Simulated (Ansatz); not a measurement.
This Zr₂B structure is the end of a relaxation. The cell was found from a structure generator's guess, not taken from experiment.

Theory: DFT PBE, scalar-relativistic, plane waves, PAW (Ansatz 0.2.0). Cutoff 420 eV, Γ-centred mesh, Gaussian smearing, no spin polarisation.

```
CELL_PARAMETERS angstrom
3.42820 0.00000 0.00000
-1.71410 2.96891 0.00000
0.00000 0.00000 5.57080
ATOMIC_POSITIONS crystal
Zr 0.33333 0.66667 0.23490
Zr 0.66667 0.33333 0.76510
B 0.00000 0.00000 0.00000
```

The zero of energy is the elements' standard structures at the same level; no fitted shifts are applied.

(1) What space group does it have?

(2) What is its formation energy per atom?

(3) Is it a metal?

(4) From what recipe could a structure generator have reached it?

Answers

(1) P-3m1 (No. 164), the anti-cadmium iodide type. Conventional cell: a = 3.428 Å, c = 5.571 Å. Around Zr lie 3 B at 2.37 Å and 12 Zr at 3.28–3.56 Å; B has 6 Zr at 2.37 Å.

(2) −0.26 eV/atom. A negative formation energy is needed for stability but isn't enough: competing phases decide.

(3) Yes, bands cross the Fermi level on the 18×18×8 mesh.

(4) One such recipe: close-packed layers stacked ABC, next cell at A (P-3m1, No. 164). Other recipes can lead to the same cell.

The last run used an 18×18×8 mesh (in the run's order of axes) for its 3-atom cell and Gaussian smearing of 0.10 eV. A structure relaxed within its symmetry needn't be a true minimum.
